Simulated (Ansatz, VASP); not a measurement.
## Cs in VASP and in Ansatz

File INCAR:

```
  PREC = Accurate
  ENCUT = 520
  EDIFF = 1E-6
  ISMEAR = -1
  SIGMA = 0.1
  LREAL = F
  LASPH = T
  NELM = 100
  ALGO = Normal
  ISIF = 2
  LWAVE = F
  LCHARG = F
  NBANDS = 10
```

The input KPOINTS:

```
regular mesh
0
Gamma
  10 10 10
```

The input POSCAR:

```
Cs
1.0
    0.0000000000      3.6337111148      3.6337111148
    3.6337111148      0.0000000000      3.6337111148
    3.6337111148      3.6337111148      0.0000000000
Cs
1
Direct
    0.0000000000      0.0000000000      0.0000000000
```

Input for Ansatz:

```yaml
crystal:
  lattice:
    - [0.0, 3.6337111148, 3.6337111148]
    - [3.6337111148, 0.0, 3.6337111148]
    - [3.6337111148, 3.6337111148, 0.0]
  atoms:
    - { symbol: Cs, position: [0.0, 0.0, 0.0] }
kpoints:
  mp_grid: { grid: [10, 10, 10] }
  band_path:
    path:
      - [0.0, 0.0, 0.0]
      - [0.5, 0.0, 0.5]
      - [0.625, 0.25, 0.625]
      - [0.375, 0.375, 0.75]
      - [0.0, 0.0, 0.0]
      - [0.5, 0.5, 0.5]
      - [0.5, 0.25, 0.75]
      - [0.5, 0.0, 0.5]
    npoints: 14
scf:
  occupations: { method: fermi_dirac, width: 0.1 }
hamiltonian:
  xc: lda
  pseudopotentials: { kind: all_electron, lapw: { basis_error: 0.001 } }
output:
  forces: true
  stress: true
  eigenvalues: true
  populations: true
  dos: { projected: true, de: 0.2, e_range: [-14, 8] }
```

This isn't the form of Cs at room conditions, which is bcc.

Alike in both runs: task single point; functional LDA; k mesh 10 × 10 × 10; occupations fermi-dirac, width 0.1 eV; no spin polarisation.

```csv
,VASP,Ansatz
version,VASP 6.6.1,Ansatz 0.2.0
potentials or method,"VASP PAW LDA potentials, release 64 (Cs_sv)","all-electron LAPW, scalar-relativistic"
plane-wave cutoff (eV),520,see its input
```

```csv
,VASP,Ansatz,Ansatz less VASP
pressure (GPa),0.0,0.0,+0.01
```

Ansatz ran all-electron here, so the differences hold the error of VASP's frozen core and of both bases.

Spin-orbit coupling is left out, which matters for the levels of Cs.
